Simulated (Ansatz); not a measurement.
## TiPt3 in Ansatz: the effect of functional

The system is TiPt3.

```
Pt Ti
1.0
     3.94828    0.00000    0.00000
     0.00000    3.94828    0.00000
     0.00000    0.00000    3.94828
Pt Ti
3 1
Cartesian
  1.9741 1.9741 0.0000
  1.9741 0.0000 1.9741
  0.0000 1.9741 1.9741
  0.0000 0.0000 0.0000
```

The cell isn't the ideal one: volume scaled by 1.04.

Alike in all runs:

| Quantity | Value |
| --- | --- |
| Program | Ansatz 0.2.0 |
| Task | single point |
| Potentials or basis | Ansatz PAW |
| k mesh | 7 × 7 × 7 |
| Occupations | fermi-dirac, width 0.05 eV |
| Spin | no spin polarisation |

Problem. One run gave: pressure -0.1 GPa. Which functional did it use?
A. LDA
B. r2SCAN
C. PBE

Solution. C.

| functional | cutoff | pressure (GPa) |
| --- | --- | --- |
| LDA | 420 eV (not typed: the program's choice for these potentials) | -14.2 |
| r2SCAN | 500 eV (not typed: the program's choice for these potentials) | -5.1 |
| PBE | 420 eV (not typed: the program's choice for these potentials) | -0.1 |

Caveats: the PAW data sets come from PBE, with cores solved anew for the run's functional, which leaves a small shift of forces and pressure (some runs).
